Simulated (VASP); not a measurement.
Runs of VASP 6.6.1 on GaP. Symmetry: F-43m, No. 216, cubic system. Conventional cell: a = 5.437 Å, b = 5.437 Å, c = 5.437 Å, α = 90.00°, β = 90.00°, γ = 90.00°. Ga (site symmetry -43m) has 4 P at 2.35 Å as nearest neighbours. Around P (site symmetry -43m) lie 4 Ga at 2.35 Å. 

```csv
task,level,potentials or basis,spin,cell,k mesh,cutoff (eV),gap on the mesh (eV),pressure (GPa)
band structure,LDA,"VASP PAW LDA potentials, release 64 (Ga_d, P)",off,"F-43m, 20.09 Å³/atom",10 × 10 × 10,520,(a),-2.0
band structure,PBEsol,"VASP PAW PBE potentials, release 64 (Ga_d, P)",off,"F-43m, 20.09 Å³/atom",10 × 10 × 10,520,1.47,0.0
band structure,PBEsol,"VASP PAW PBE potentials, release 64 (Ga_d, P)","SOC, no magnetisation","F-43m, 20.09 Å³/atom",6 × 6 × 6,520,-,-0.1
relaxation of cell and atoms,PBEsol,"VASP PAW PBE potentials, release 64 (Ga_d, P)",off,relaxed,10 × 10 × 10,600,1.47,0.0
band structure,TB-mBJ,"VASP PAW PBE potentials, release 64 (Ga_d, P)",off,"F-43m, 20.09 Å³/atom",10 × 10 × 10,520,2.38,-
band structure,r2SCAN,"VASP PAW PBE potentials, release 64 (Ga_d, P)",off,"F-43m, 20.09 Å³/atom",10 × 10 × 10,520,(b),0.7
```

Alike in all rows: smearing gaussian 0.03 eV.

Task: Fill in the values left out.

Result: (a) 1.44; (b) 1.85.

Caveats: the PAW data sets were made with another functional, which shifts forces and pressure a little (some runs).

A k mesh can miss the band edges, and rows without SOC leave out spin-orbit coupling on Ga.
